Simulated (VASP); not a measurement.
```yaml
crystal:
  lattice:
    - [0.00000, 3.02072, 3.02072]
    - [3.02072, 0.00000, 3.02072]
    - [3.02072, 3.02072, 0.00000]
  atoms:
    - { symbol: Al, position: [0.00000, 0.00000, 0.00000] }
    - { symbol: Sb, position: [0.25000, 0.25000, 0.25000] }
```

Level of theory: r2SCAN+rVV10, VASP's PBE PAW potentials (set 64) (plane waves; VASP 6.6.1). Settings: 520 eV cut-off, 8×8×8 Γ-centred mesh, Gaussian smearing of 0.050 eV, potentials Al Sb.

Unless said otherwise, spin-orbit coupling is left out, though it shifts the bands of the heavy elements here.

Question: What does the run give for the energy per atom (σ→0), pressure, band gap (on the k-mesh) with the smallest direct gap where there is one?

Answer: 
* **band gap (on the k-mesh)**: 1.33 eV
* **smallest direct gap (on the k-mesh)**: 2.59 eV
* **energy per atom (σ→0)**: -16.311 eV/atom
* **pressure**: 4.08 GPa

Total energies compare only between runs with the same potentials, cut-off and functional.

The compound is AlSb in the zinc blende structure. This cell is one point of a volume scan, at 0.94 of the reference volume.
